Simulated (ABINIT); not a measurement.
Planning a run of ABINIT 10.8.3 on AlAs (F-43m). The input:

```
acell 3*1.0 Angstrom
rprim 
  -0.000000000000 2.830400000000 2.830400000000
  2.830400000000 0.000000000000 2.830400000000
  2.830400000000 2.830400000000 0.000000000000
ntypat 2
znucl 13 33
natom 2
typat 1 2
xred 
  0.000000000000 0.000000000000 0.000000000000
  0.250000000000 0.250000000000 0.250000000000
pp_dirpath "pseudos"
pseudos "Al.upf, As.upf"
ecut 44
ngkpt 4 4 4
nshiftk 1
shiftk 0 0 0
kptopt 1
chksymbreak 0
iscf -2
irdden 1
istwfk *1
nband 79
nbdbuf 6
tolwfr 1e-09
nstep 60
prtvol 0
indata_prefix "in"
outdata_prefix "out"
tmpdata_prefix "tmp"
```

```sh
OMP_NUM_THREADS=1 mpirun -n 8 abinit run.abi > log
```

**Question.** How long will it take on 8 MPI ranks of Intel Xeon Platinum 8259CL at 2.50GHz (Skylake/Cascade Lake), shared host, and how much memory?

It took 19 s; on shared hardware allow 9.4 s to 38 s. Peak host memory was 0.64 GiB.

[Paths, hosts, dates, memory and timing lines, banners, echoed tables and standing remarks are left out of the program output.]

[Logs are printed without paths, hosts, clocks, repeated set-up lines and the standing remarks that a program may print on its own settings, such as how far it seeks lower states.]

[Runs of the session that timed out or met a known fault of the program may be left out.]

[Hosts, paths, dates, database ids (printed as entryN), source tags and the programs' standing remarks are cut or masked in the printed files.]

[G0W0 gaps are taken among the corrected bands and points alone; a level outside them can change the order at an edge.]

[Where Ansatz stands beside ABINIT at settings called matched, ABINIT's density can come from a denser mesh and the files from another edition; pairs whose starting gaps differed by over 0.03 eV were left out, so agreement reads better than it is.]
